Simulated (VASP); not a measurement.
# H4C19 in VASP: further runs

Runs on H4C19. Level: PBE+D3(BJ). Tasks: single point, molecular dynamics.

Everything below comes from runs of VASP 6.6.1. Logs are shortened: lines on timing, memory, paths and dates and some standing lists are left out, and cuts for length are marked.

## 1. The structure

The cell holds a slab with vacuum, 23 atoms: a = 7.398 Å, b = 7.398 Å, c = 11.000 Å, α = 90.00°, β = 90.00°, γ = 120.00°.

The cell was built by a generator and needn't be a form met in nature.

## 2. Single point, PBE+D3(BJ)

INCAR

```
PREC = Accurate
ENCUT = 520
EDIFF = 1E-6
ISMEAR = -1
SIGMA = 0.02
LREAL = Auto
LASPH = True
NELM = 100
ALGO = Fast
ISIF = 2
LWAVE = False
LCHARG = False
GGA = PE
IVDW = 12
NBANDS = 57
```

KPOINTS

```
regular mesh
0
Gamma
  2 2 1
```

POSCAR

```
H4C19
1.0
    7.3980000000      0.0000000000      0.0000000000
   -3.6990000000      6.4068560000      0.0000000000
    0.0000000000      0.0000000000     11.0000000000
C H
19 4
Direct
   -0.0070974134     -0.0024348916      0.0742636364
    0.2259568561      0.1046847315      0.0779545455
    0.0041520560      0.3378256043      0.0634000000
    0.2173714489      0.4435560905      0.0547090909
   -0.0056875470      0.6704848681      0.0605909091
    0.2213972178      0.7801018159      0.0766727273
    0.3307107831      0.0022163757      0.0842090909
    0.5592615949      0.1088989670      0.0592000000
    0.3265486502      0.3341732669      0.0491090909
    0.5569670133      0.4495652782      0.0405545455
    0.3417682150      0.6778051512      0.0700272727
    0.5516586825      0.7805544560      0.0660545455
    0.6753716631      0.0082723882      0.0658000000
    0.8930363031      0.1158914763      0.0648909091
    0.6664565598      0.3370764069      0.0522636364
    0.8871442918      0.4388736066      0.0668545455
    0.6612193268      0.6691269478      0.0493181818
    0.8878309103      0.7757158894      0.0530545455
    0.0826289241      0.7140007517      0.3861000000
    0.1201975574      0.8229309352      0.3074909091
   -0.0844250520      0.6072245107      0.4073454545
    0.1887960734      0.6344453504      0.3651272727
    0.1497357838      0.7866572934      0.4759363636
```

Potentials or basis: VASP PAW PBE potentials, release 64 (C, H).

The run is started by

```
> cat potpaw_PBE.64/C/POTCAR potpaw_PBE.64/H/POTCAR > POTCAR
> mpirun -np 1 vasp_std > vasp.out
```

OUTCAR:

```text
PREC = Accurate
   ENCUT = 520
   EDIFF = 1E-6
   ISMEAR = -1
   LREAL = Auto
   LASPH = True
   NELM = 100
   ISIF = 2
   GGA = PE
   IVDW = 12
 IVDW          = 12

 ion  position               nearest neighbor table
   1  0.993  0.998  0.074-  14 1.40  18 1.44   2 1.50
   2  0.226  0.105  0.078-   7 1.33   1 1.50   9 1.51
   3  0.004  0.338  0.063-   4 1.37  16 1.40  14 1.42
   4  0.217  0.444  0.055-   3 1.37   9 1.40  11 1.51
   5  0.994  0.670  0.061-  18 1.36   6 1.47  16 1.49
   6  0.221  0.780  0.077-   7 1.43  11 1.43   5 1.47
[... 10 lines left out ...]
  17  0.661  0.669  0.049-  10 1.41  12 1.43  18 1.45
  18  0.888  0.776  0.053-   5 1.36   1 1.44  17 1.45
  19  0.083  0.714  0.386-  21 1.11  23 1.12  20 1.12  22 1.22
  20  0.120  0.823  0.307-  19 1.12
  21  0.916  0.607  0.407-  19 1.11
  22  0.189  0.634  0.365-  19 1.22
  23  0.150  0.787  0.476-  19 1.12

  LATTYP: Found a hexagonal cell.
 ALAT       =     7.3980000000
 C/A-ratio  =     1.4868883482

  Lattice vectors:

 A1 = (   7.3980000000,   0.0000000000,   0.0000000000)
 A2 = (  -3.6990000000,   6.4068560000,   0.0000000000)
 A3 = (   0.0000000000,   0.0000000000,  11.0000000000)

Analysis of symmetry for initial positions (statically):
=====================================================================
 Subroutine PRICEL returns:
 Original cell was already a primitive cell.

 Routine SETGRP: Setting up the symmetry group for a
 hexagonal supercell.

 Subroutine GETGRP returns: Found  1 space group operations
 (whereof  1 operations were pure point group operations)
 out of a pool of 24 trial point group operations.

The static configuration has the point symmetry C_1 .

Analysis of symmetry for dynamics (positions and initial velocities):
=====================================================================
 Subroutine PRICEL returns:
 Original cell was already a primitive cell.

 Routine SETGRP: Setting up the symmetry group for a
 hexagonal supercell.

 Subroutine GETGRP returns: Found  1 space group operations
 (whereof  1 operations were pure point group operations)
 out of a pool of 24 trial point group operations.

The dynamic configuration has the point symmetry C_1 .

 Subroutine INISYM returns: Found  1 space group operations
 (whereof  1 operations are pure point group operations),
 and found     1 'primitive' translations

[... 121 lines left out ...]
   ISIF   =      2    stress and relaxation
   ISYM   =      2    0-nonsym 1-usesym 2-fastsym
   POTIM  = 0.5000    time-step for ionic-motion
   TEBEG  =    0.0;   TEEND  =   0.0 temperature during run
   PSTRESS=    0.0 pullay stress
   NELECT =      80.0000    total number of electrons
   NUPDOWN=      -1.0000    fix difference up-down
   EMIN   =  10.00;   EMAX   =-10.00  energy-range for DOS
   EFERMI =   0.00;   METHOD = LEGACY
   ISMEAR =    -1;   SIGMA  =   0.02  broadening in eV -4-tet -1-fermi 0-gaus
   EFERMI_NEDOS =   21; number of points for ismear=-14 and -15
   IALGO  =     68    algorithm
   IMIX   =      4    mixing-type and parameters
     AMIX     =   0.40;   BMIX     =  1.00
     AMIX_MAG =   1.60;   BMIX_MAG =  1.00
  volume/ion in A,a.u.               =      22.67       152.98
  Fermi-wavevector in a.u.,A,eV,Ry     =   0.876437  1.656226 10.451210  0.768142
  Thomas-Fermi vector in A             =   1.996247
   LORBIT       =      0    0 simple, 1 ext, 2 COOP (PROOUT), +10 PAW based schemes
   GGA     = PE    functional components
   LHFCALC =     F    Hartree Fock is set to
   AEXX    =    0.0000 exact exchange contribution
   IVDW    =    12    specifies the selected vdW correction
   LEPSILON=     F    determine dielectric tensor
   LRPA    =     F    only Hartree local field effects (RPA)
 non-spin polarized calculation
 RMM-DIIS sequential band-by-band and
  energy-cutoff  :      520.00
  volume of cell :      521.38
 maximum number of plane-waves:     14099
 NGX is ok and might be reduce to    56
   NGX = 27   NGY = 27   NGZ = 41

 number of electron      79.9999997 magnetization

 Free energy of the ion-electron system (eV)
  ---------------------------------------------------
  ext. energy  EPLUGINS =         0.00000000
  ---------------------------------------------------
  free energy    TOTEN  =      -187.55885500 eV

  energy without entropy =     -187.55813301  energy(sigma->0) =     -187.55849401

 E-fermi :  -1.3368     XC(G=0):  -4.7073

 val. band max:       -1.4393578928   @ k =   0.0000   0.0000   0.0000
 cond. band min:      -1.2341894177   @ k =   0.0000   0.0000   0.0000
 fundamental gap:      0.2051684751
 Fermi energy:        -1.3367729088

 k-point     1 :       0.0000    0.0000    0.0000
  band No.  band energies     occupation
      1     -20.7706      2.00000
      2     -18.4912      2.00000
      3     -18.3327      2.00000
      4     -18.2321      2.00000
      5     -18.1525      2.00000
      6     -18.0356      2.00000
[... 209 lines left out ...]
     51       4.4160      0.00000
     52       4.5623      0.00000
 [bands above 52 left out]

------------------------ aborting loop because EDIFF is reached ----------------------------------------

 Edisp (eV)   -1.78030

 E8    (eV) :    -0.5367

  FORCE on cell =-STRESS in cart. coord.  units (eV):
  Direction    XX          YY          ZZ          XY          YZ          ZX
  --------------------------------------------------------------------------------------
  -------------------------------------------------------------------------------------
  Total      -3.09909     1.24041    -3.36930     1.76276     0.99262     0.66482
  in kB      -9.52340     3.81175   -10.35377     5.41691     3.05030     2.04298
  external pressure =       -5.36 kB  Pullay stress =        0.00 kB

 VOLUME and BASIS-vectors are now :
 -----------------------------------------------------------------------------
  energy-cutoff  :      520.00
  volume of cell :      521.38
      direct lattice vectors                 reciprocal lattice vectors
     7.398000000  0.000000000  0.000000000     0.135171668  0.078041398  0.000000000
    -3.699000000  6.406856000  0.000000000     0.000000000  0.156082796  0.000000000
     0.000000000  0.000000000 11.000000000     0.000000000  0.000000000  0.090909091

 POSITION                                       TOTAL-FORCE (eV/Angst)
 -----------------------------------------------------------------------------------
      3.65550      6.39126      0.81690         2.587664      0.685429     -0.922667
      1.28440      0.67070      0.85750        -5.247542      3.219461     -1.274994
     -1.21890      2.16440      0.69740        -1.694400     -0.861559      0.371667
     -0.03260      2.84180      0.60180         2.293676      2.397081      0.571918
      4.87580      4.29570      0.66650         3.547171     -1.946553      0.847303
     -1.24770      4.99800      0.84340        -0.319562     -0.666988     -0.114846
[... 15 lines left out ...]
     -0.95010      4.06480      4.01640        -2.624321      0.414574      0.369475
     -1.80210      5.04000      5.23530        -0.275088      0.483392     -0.698369
 -----------------------------------------------------------------------------------
    total drift:                               -0.000366      0.005815      0.025674

  FREE ENERGIE OF THE ION-ELECTRON SYSTEM (eV)
  ---------------------------------------------------
  free  energy   TOTEN  =      -189.3391583490 eV

  energy  without entropy=     -189.3384363564  energy(sigma->0) =     -189.33879735
```

It took 3.1 min on 1 thread of Intel Xeon 6975P-C (Granite Rapids), shared host; peak memory 0.54 GiB.

Results:

| Quantity | Value |
| --- | --- |
| Free energy | -189.3392 eV |
| Largest force | 6.287 eV/Å |
| Band gap on the k mesh | 0.21 eV, direct |
| Dispersion energy per atom | -0.077 eV |

Forces in eV/Å, atoms in the order of the input:
```
C    2.588  0.685 -0.923
C   -5.248  3.219 -1.275
C   -1.694 -0.862  0.372
C    2.294  2.397  0.572
C    3.547 -1.947  0.847
C   -0.320 -0.667 -0.115
C    4.070 -0.979 -1.654
C   -2.100  1.498  1.294
C    2.395 -0.835  0.998
C   -1.333 -1.723  0.973
C   -4.059 -3.212 -0.674
C    3.692  1.483 -0.414
C   -1.865 -1.506 -0.290
C    0.873 -0.708  0.289
C    0.431 -1.161  0.250
C   -1.240  2.599 -1.450
C    0.902  0.498  0.053
C   -2.910  1.223  1.099
C    2.789 -0.599  0.192
H   -0.395 -0.287  0.955
H    0.485 -0.016 -0.769
H   -2.624  0.415  0.369
H   -0.275  0.483 -0.698
```

Caveat: the k mesh is coarse (spacing up to 0.49 Å⁻¹), so the values aren't converged.

## 3. Single point, PBE+D3(BJ)

INCAR

```
ALGO     = Fast           # electronic algorithm
EDIFF    = 1E-7           # SCF threshold, eV
ENCUT    = 520            # plane-wave cutoff, eV
GGA      = PE             # functional
ISIF     = 2              # what is computed and relaxed
ISMEAR   = -1             # smearing method
IVDW     = 12             # dispersion correction
LASPH    = True           # aspherical terms in the spheres
LCHARG   = True           # write CHGCAR
LELF     = True           # ELF
LREAL    = Auto         
LVHAR    = True         
LWAVE    = False          # write WAVECAR
NBANDS   = 57             # bands
NELM     = 100            # most SCF steps
PREC     = Accurate       # precision mode
SIGMA    = 0.02           # smearing width, eV
```

KPOINTS

```
k-points
0
Gamma
  2 2 1
```

POSCAR

```
H4C19
1.0
    7.3980000000      0.0000000000      0.0000000000
   -3.6990000000      6.4068560000      0.0000000000
    0.0000000000      0.0000000000     11.0000000000
C H
19 4
Direct
   -0.0127673501     -0.0066647354      0.0702090909
    0.2200819421      0.1113182503      0.0669909091
    0.0048592408      0.3367798496      0.0641818182
    0.2191990572      0.4384521831      0.0602545455
   -0.0083213062      0.6494292989      0.0642727273
    0.2161068608      0.7647900936      0.0674909091
    0.3230382146     -0.0020446846      0.0641000000
    0.5448685226      0.1007670533      0.0719363636
    0.3244736176      0.3155057644      0.0517090909
    0.5509196949      0.4342535559      0.0495181818
    0.3338608707      0.6642883811      0.0595818182
    0.5512480335      0.7708929309      0.0618818182
    0.6555177439     -0.0122681078      0.0699818182
    0.8794748610      0.1016099004      0.0603545455
    0.6541900847      0.3267905506      0.0520727273
    0.8792277146      0.4397476703      0.0437545455
    0.6640472349      0.6598868462      0.0471272727
    0.8867059828      0.7675995839      0.0597090909
    0.0695654591      0.7233969360      0.3802818182
    0.1626194349      0.8645738253      0.3311727273
   -0.0924345064      0.6999376917      0.3914909091
    0.1069068731      0.6144355359      0.3485272727
    0.1129033002      0.7493535051      0.4813818182
```

Potentials or basis: VASP PAW PBE potentials, release 64 (C, H).

The run is started by

```
> cat potpaw_PBE.64/C/POTCAR potpaw_PBE.64/H/POTCAR > POTCAR
> mpirun -np 1 vasp_std > vasp.out
```

It took 3.6 min on 1 thread of Intel Xeon 6975P-C (Granite Rapids), shared host; peak memory 0.53 GiB.

It converged, with:

```yaml
Free_energy: -189.6164 eV
Largest_force: 5.498 eV/Å
Band_gap_on_the_k_mesh: 0.47 eV, direct
Dispersion_energy_per_atom: -0.077 eV
```

Forces in eV/Å, atoms in the order of the input:
```
C    2.109 -0.331 -0.898
C   -2.315 -3.938 -0.367
C   -2.664 -2.867 -1.701
C    0.613  0.118 -0.391
C   -0.246  2.606 -1.177
C   -0.561  1.724 -0.329
C    2.965 -2.684  1.246
C   -1.007  0.772 -1.466
C   -0.553  5.386  0.954
C   -2.124  0.683 -0.588
C   -1.275 -1.594  0.521
C    1.189  0.192 -0.622
C    0.390  1.371 -0.618
C    0.221  1.458  1.357
C    2.931 -1.667  0.341
C    2.015 -1.818  2.394
C    0.433  0.005  1.071
C   -2.117  0.582  0.292
C   -2.062  1.654  3.458
H    0.076  1.025 -0.342
H    0.960 -0.663 -1.011
H    0.707 -2.135 -0.887
H    0.314  0.120 -1.237
```

Levels at points of the mesh, in eV from the valence-band top:
```
           k point  band 37  band 38  band 39  band 40  band 41  band 42  band 43  band 44
(0.00, 0.00, 0.00)    -2.74    -2.56    -0.13     0.00     0.47     0.61     3.12     4.41
(0.50, 0.00, 0.00)    -2.52    -2.27    -2.17    -2.05     1.85     2.45     2.61     2.83
(0.00, 0.50, 0.00)    -2.39    -2.31    -2.22    -2.06     1.92     2.43     2.63     2.70
(0.50, 0.50, 0.00)    -2.44    -2.39    -2.17    -1.99     1.78     2.44     2.65     2.75
```

Caveat: the k mesh is coarse (spacing up to 0.49 Å⁻¹), so the values aren't converged. As with any semilocal functional, this PBE gap is likely too small.

(Part 1 of 2 ends here.)
